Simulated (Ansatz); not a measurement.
# AlN: the cost of one run

Code: Ansatz 0.2.0. PAW datasets, plane waves. Spin-unpolarised throughout; all numbers are computed.

The COD entry's cell or inner coordinates are ideal or old and differ from later refinements, so a difference from it is no clean test against experiment.

**1. The structure to begin with**

The cell was relaxed beforehand with r2SCAN.

Space group P6_3mc (No. 186), hexagonal; a = 3.107 Å, c = 4.979 Å in the conventional setting, 10.40 Å³ an atom. Near Al stand 4 N at 1.89–1.90 Å; near N stand 4 Al at 1.89–1.90 Å.

The structure in full:

```cif
data_structure
_symmetry_space_group_name_H-M 'P6_3mc'
_symmetry_Int_Tables_number 186
_cell_length_a 3.1067
_cell_length_b 3.1067
_cell_length_c 4.9786
_cell_angle_alpha 90.000
_cell_angle_beta 90.000
_cell_angle_gamma 120.000
_cell_volume 41.61
loop_
_atom_site_label
_atom_site_type_symbol
_atom_site_symmetry_multiplicity
_atom_site_Wyckoff_symbol
_atom_site_fract_x
_atom_site_fract_y
_atom_site_fract_z
_atom_site_occupancy
Al1 Al 2 b 0.33333 0.66667 0.99920 1
N1 N 2 b 0.33333 0.66667 0.38080 1
```

**2. PBE bands along the symmetry lines**

Contents of input.yaml:

```yaml
crystal:
  lattice:
    - [3.1066945332, 0.0, 0.0]
    - [-1.5533472666, 2.6904763876, 0.0]
    - [0.0, 0.0, 4.9785887007]
  atoms:
    - { symbol: Al, position: [0.3333333333, 0.6666666667, -0.0007956004] }
    - { symbol: Al, position: [0.6666666667, 0.3333333333, 0.4992043996] }
    - { symbol: "N", position: [0.3333333333, 0.6666666667, 0.3807956004] }
    - { symbol: "N", position: [0.6666666667, 0.3333333333, 0.8807956004] }
kpoints:
  mp_grid: { grid: [12, 12, 6] }
  band_path:
    path:
      - [[0.0, 0.0, 0.0], [0.5, 5.648859728545e-18, -1.378891209815e-34], [0.3333333333333, 0.3333333333333, -9.763987154942e-35], [0.0, 0.0, 0.0], [1.021711831998e-51, 3.508820749964e-52, 0.5], [0.5, 5.648859728545e-18, 0.5], [0.3333333333333, 0.3333333333333, 0.5], [1.021711831998e-51, 3.508820749964e-52, 0.5]]
      - [[0.5, 5.648859728545e-18, 0.5], [0.5, 5.648859728545e-18, -1.378891209815e-34]]
      - [[0.3333333333333, 0.3333333333333, 0.5], [0.3333333333333, 0.3333333333333, -9.763987154942e-35]]
    npoints: 10
hamiltonian:
  xc: pbe
scf:
  occupations: { method: fermi_dirac, width: 0.02 }
  n_extra_bands: 5
output:
  forces: true
  stress: true
  eigenvalues: true
  write_density: true
  write_potential: true
  elf: true
  volumetric_format: npy
```

The run is started by

```
ansatz run input.yaml --threads 2 --pin off --max-ram 4608MiB --backend cpu --events-out ev --progress --plain --runs-dir out
```

Q: Estimate wall time and peak memory on 2 threads of Arm Neoverse V1, shared host.

About 3.9 s, with a peak of 0.33 GiB.
